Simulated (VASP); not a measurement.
**VASP 6.6.1, r²SCAN single-point calculation, LiH (strained rocksalt)**

INCAR

```
IBRION = -1
EDIFF = 1E-7
METAGGA = R2SCAN
ISMEAR = 0
ISIF = 2
ALGO = Normal
PREC = Accurate
LASPH = .TRUE.
LCHARG = .FALSE.
NELM = 120
LREAL = .FALSE.
LWAVE = .FALSE.
SIGMA = 0.01
NBANDS = 9
NSW = 0
ENCUT = 520
```

KPOINTS

```
KPOINTS created by Atomic Simulation Environment
0
Gamma
10 10 10
0 0 0
```

KPOINTS_OPT

```
special points
8
Reciprocal
0.0000000000 0.0000000000 0.0000000000 1
0.5000000000 0.0000000000 0.5000000000 1
0.6250000000 0.2500000000 0.6250000000 1
0.3750000000 0.3750000000 0.7500000000 1
0.5000000000 0.5000000000 0.5000000000 1
0.5000000000 0.2500000000 0.7500000000 1
0.5000000000 0.5000000000 0.0000000000 1
0.0000000000 0.5000000000 0.5000000000 1
```

POSCAR

```
Li H
 1.0000000000000000
     0.0000000000000000    2.0029948411000000    1.9929798669000001
     2.0029948411000000    0.0000000000000000    1.9929798669000001
     2.0029948411000000    2.0029948411000000    0.0000000000000000
 Li  H
   1   1
Cartesian
  0.0000000000000000  0.0000000000000000  0.0000000000000000
  2.0029948411000000  2.0029948411000000  1.9929798669000001
```

VASP ran with the recommended PBE PAW datasets (4 valence electrons in the cell).

Command

```
mpirun -np 1 vasp_std
```

OSZICAR

```
N       E                     dE             d eps       ncg     rms          rms(c)
DAV:   1    -0.235569440732E+01   -0.23557E+01   -0.14755E+03  1852   0.425E+02
DAV:   2    -0.734718815355E+01   -0.49915E+01   -0.49658E+01  2637   0.584E+01
DAV:   3    -0.741095073703E+01   -0.63763E-01   -0.63727E-01  2325   0.568E+00
DAV:   4    -0.741124997132E+01   -0.29923E-03   -0.29921E-03  2584   0.313E-01
DAV:   5    -0.741125098746E+01   -0.10161E-05   -0.10161E-05  2345   0.147E-02    0.274E+00
DAV:   6    -0.688010726709E+01    0.53114E+00   -0.16312E-01  2230   0.265E+00    0.161E+00
DAV:   7    -0.681662218185E+01    0.63485E-01   -0.19142E-01  1877   0.205E+00    0.285E-01
DAV:   8    -0.681707678216E+01   -0.45460E-03   -0.61996E-03  2159   0.535E-01    0.120E-01
DAV:   9    -0.681756090569E+01   -0.48412E-03   -0.10508E-03  2211   0.231E-01    0.222E-02
DAV:  10    -0.681755409047E+01    0.68152E-05   -0.48860E-05  2087   0.542E-02    0.335E-03
DAV:  11    -0.681755328817E+01    0.80231E-06   -0.18003E-06  2408   0.131E-02    0.603E-04
DAV:  12    -0.681755274500E+01    0.54317E-06   -0.67533E-08  2345   0.193E-03    0.339E-04
DAV:  13    -0.681755282942E+01   -0.84417E-07   -0.29922E-09  1238   0.439E-04
   1 F= -.68175528E+01 E0= -.68175528E+01  d E =0.000000E+00
       N       E                     dE             ncg
DAV:   1    -0.478602840865E+03   -0.20250E+04      144
DAV:   2    -0.521034981055E+03   -0.42432E+02      205
DAV:   3    -0.521729327427E+03   -0.69435E+00      175
DAV:   4    -0.521732954130E+03   -0.36267E-02      231
DAV:   5    -0.521732957700E+03   -0.35696E-05      222
DAV:   6    -0.521732957706E+03   -0.60060E-08      206
```

From OUTCAR

```
k-points           NKPTS =    102   k-points in BZ     NKDIM =    102   number of bands    NBANDS=      9

   NELECT =       4.0000    total number of electrons

   dimension x,y,z NGX =    24 NGY =   24 NGZ =   24
   dimension x,y,z NGXF=    48 NGYF=   48 NGZF=   48

  energy-cutoff  :      520.00
  volume of cell :       15.99
      direct lattice vectors                 reciprocal lattice vectors
     0.000000000  2.002994841  1.992979867    -0.249626205  0.249626205  0.250880608
     2.002994841  0.000000000  1.992979867     0.249626205 -0.249626205  0.250880608
     2.002994841  2.002994841  0.000000000     0.249626205  0.249626205 -0.250880608

 k-points in reciprocal lattice and weights: KPOINTS created by Atomic Simulation Env
   0.00000000  0.00000000  0.00000000       0.001
   0.10000000  0.00000000  0.00000000       0.008
   0.20000000  0.00000000  0.00000000       0.008
   0.30000000  0.00000000  0.00000000       0.008
   0.40000000 -0.00000000  0.00000000       0.008
   0.50000000 -0.00000000  0.00000000       0.004
   0.10000000  0.10000000  0.00000000       0.002
   0.20000000  0.10000000  0.00000000       0.008
   ...

 E-fermi :   0.0992

 k-point     1 :       0.0000    0.0000    0.0000
  band No.  band energies     occupation
      1     -45.8815      2.00000
      2      -5.6269      2.00000
      3      17.5776      0.00000
      4      19.2857      0.00000
      5      19.3361      0.00000
      6      19.3365      0.00000
      7      23.7463      0.00000
      8      23.7464      0.00000
      9      23.7763      0.00000

 k-point     2 :       0.1000    0.0000    0.0000
  band No.  band energies     occupation
      1     -45.8773      2.00000
      2      -5.4464      2.00000
      3      15.7843      0.00000
      4      18.3085      0.00000
      5      18.8586      0.00000
      6      18.8683      0.00000
      7      23.5273      0.00000
      8      24.7407      0.00000
      9      24.7425      0.00000

 k-point     3 :       0.2000    0.0000    0.0000
  band No.  band energies     occupation
      1     -45.8658      2.00000
      2      -4.9198      2.00000
      3      12.2375      0.00000
      4      16.9701      0.00000
      5      18.1659      0.00000
      6      18.1914      0.00000
      7      24.4371      0.00000
      8      24.5524      0.00000
      9      24.6507      0.00000

 k-point     4 :       0.3000    0.0000    0.0000
  band No.  band energies     occupation
      1     -45.8516      2.00000
      2      -4.1141      2.00000
      3       8.9310      0.00000
      4      15.8389      0.00000
      5      17.7859      0.00000
      6      17.8437      0.00000
      7      22.1303      0.00000
      8      22.2942      0.00000
      9      26.2936      0.00000

 k-point     5 :       0.4000   -0.0000    0.0000
  band No.  band energies     occupation
      1     -45.8400      2.00000
      2      -3.2416      2.00000
      3       6.4950      0.00000
      4      15.1009      0.00000
      5      17.8266      0.00000
      6      17.9150      0.00000
      7      20.4207      0.00000
      8      20.5572      0.00000
      9      28.2621      0.00000

 k-point     6 :       0.5000   -0.0000    0.0000
  band No.  band energies     occupation
      1     -45.8357      2.00000
      2      -2.8127      2.00000
      3       5.5360      0.00000
      4      14.8454      0.00000
      5      18.0168      0.00000
      6      18.1255      0.00000
      7      19.6676      0.00000
      8      19.7845      0.00000
      9      29.3792      0.00000

 k-point     7 :       0.1000    0.1000    0.0000
  band No.  band energies     occupation
      1     -45.8759      2.00000
      2      -5.3823      2.00000
      3      16.0615      0.00000
      4      17.4384      0.00000
      5      17.4387      0.00000
      6      20.4157      0.00000
      7      21.0717      0.00000
      8      26.3559      0.00000
      9      26.3726      0.00000

 k-point     8 :       0.2000    0.1000    0.0000
  band No.  band energies     occupation
      1     -45.8667      2.00000
      2      -4.9598      2.00000
      3      13.3961      0.00000
      4      16.0607      0.00000
      5      16.3340      0.00000
      6      20.1958      0.00000
      7      21.4758      0.00000
      8      24.6286      0.00000
      9      27.8155      0.00000

 k-point     9 :       0.3000    0.1000    0.0000
  band No.  band energies     occupation
      1     -45.8534      2.00000
      2      -4.2230      2.00000
      3       9.9896      0.00000
      4      14.7618      0.00000
      5      15.7213      0.00000
      6      19.3458      0.00000
      7      22.9187      0.00000
      8      23.8287      0.00000
      9      25.5580      0.00000

 k-point    10 :       0.4000    0.1000    0.0000
  band No.  band energies     occupation
      1     -45.8410      2.00000
      2      -3.3174      2.00000
      3       7.2123      0.00000
      4      13.7633      0.00000
      5      15.6486      0.00000
      6      18.3484      0.00000
      7      22.4093      0.00000
      8      23.5669      0.00000
      9      26.3739      0.00000

 k-point    11 :       0.5000    0.1000    0.0000
  band No.  band energies     occupation
      1     -45.8344      2.00000
      2      -2.6552      2.00000
      3       5.6811      0.00000
      4      13.1733      0.00000
      5      16.1247      0.00000
      6      17.5054      0.00000
      7      22.1210      0.00000
      8      22.6175      0.00000
      9      28.9234      0.00000

 k-point    12 :      -0.4000    0.1000    0.0000
  band No.  band energies     occupation
      1     -45.8359      2.00000
      2      -2.8172      2.00000
      3       6.0277      0.00000
      4      13.0197      0.00000
      5      17.0682      0.00000
      6      17.1366      0.00000
      7      21.2530      0.00000
      8      23.4951      0.00000
      9      28.8109      0.00000

 k-point    13 :      -0.3000    0.1000    0.0000
  band No.  band energies     occupation
      1     -45.8450      2.00000
      2      -3.6348      2.00000
      3       8.0776      0.00000
      4      13.2845      0.00000
      5      17.1470      0.00000
      6      18.5838      0.00000
      7      21.0268      0.00000
      8      24.8853      0.00000
      9      26.7108      0.00000

 k-point    14 :      -0.2000    0.1000    0.0000
  band No.  band energies     occupation
      1     -45.8583      2.00000
      2      -4.5109      2.00000
      3      11.1617      0.00000
      4      13.9443      0.00000
      5      17.7134      0.00000
      6      19.8449      0.00000
      7      21.9158      0.00000
      8      24.5898      0.00000
      9      26.3976      0.00000

 k-point    15 :      -0.1000    0.1000    0.0000
  band No.  band energies     occupation
      1     -45.8707      2.00000
      2      -5.1474      2.00000
      3      14.3925      0.00000
      4      15.3711      0.00000
      5      18.4538      0.00000
      6      19.9665      0.00000
      7      23.3986      0.00000
      8      24.3239      0.00000
      9      24.5247      0.00000

 k-point    16 :       0.2000    0.2000    0.0000
  band No.  band energies     occupation
      1     -45.8606      2.00000
      2      -4.6306      2.00000
      3      13.1359      0.00000
      4      14.9632      0.00000
      5      14.9634      0.00000
      6      18.3805      0.00000
      7      20.0452      0.00000
      8      26.5108      0.00000
      9      30.5002      0.00000

 k-point    17 :       0.3000    0.2000    0.0000
  band No.  band energies     occupation
      1     -45.8497      2.00000
      2      -3.9577      2.00000
      3      10.6623      0.00000
      4      13.2033      0.00000
      5      14.1302      0.00000
      6      18.7345      0.00000
      7      19.8249      0.00000
      8      27.0207      0.00000
      9      29.5509      0.00000

 k-point    18 :       0.4000    0.2000    0.0000
  band No.  band energies     occupation
      1     -45.8383      2.00000
      2      -3.0404      2.00000
      3       7.9197      0.00000
      4      11.5946      0.00000
      5      13.8570      0.00000
      6      18.3098      0.00000
      7      21.9341      0.00000
      8      27.1005      0.00000
      9      27.4361      0.00000

 k-point    19 :       0.5000    0.2000    0.0000
  band No.  band energies     occupation
      1     -45.8308      2.00000
      2      -2.1963      2.00000
      3       6.0011      0.00000
      4      10.5520      0.00000
      5      14.1519      0.00000
      6      17.6757      0.00000
      7      24.6279      0.00000
      8      25.7687      0.00000
      9      27.9299      0.00000

 ...

  Total       -0.0471533     -0.0471533     -0.0095502      0.0000000     -0.0000000      0.0000000
  in kB       -4.7242159     -4.7242159     -0.9568229      0.0000000     -0.0000000      0.0000000
  external PRESSURE =      -3.4684182 kB  Pullay stress =       0.0000000 kB

 POSITION                                       TOTAL-FORCE (eV/Angst)
 -----------------------------------------------------------------------------------
      0.00000      0.00000      0.00000         0.000000      0.000000      0.000000
      2.00299      2.00299      1.99298        -0.000000     -0.000000      0.000000
 -----------------------------------------------------------------------------------
    total drift:                                0.000000     -0.000000     -0.000000

  FREE ENERGIE OF THE ION-ELECTRON SYSTEM (eV)
  ---------------------------------------------------
  free  energy   TOTEN  =        -6.8175528294 eV

  energy  without entropy=       -6.8175528294  energy(sigma->0) =       -6.81755283
```

| Property | Result |
| --- | --- |
| gap between bands v and c | 3.53 eV |
| least direct gap | 3.57 eV |
| pressure | -0.3 GPa |

Band v is the last that the valence electrons fill when counted band by band, and c is the next.

The run took about 39 s on one core of a shared host (Intel Xeon Platinum 8488C) and held 0.15 GiB at most.
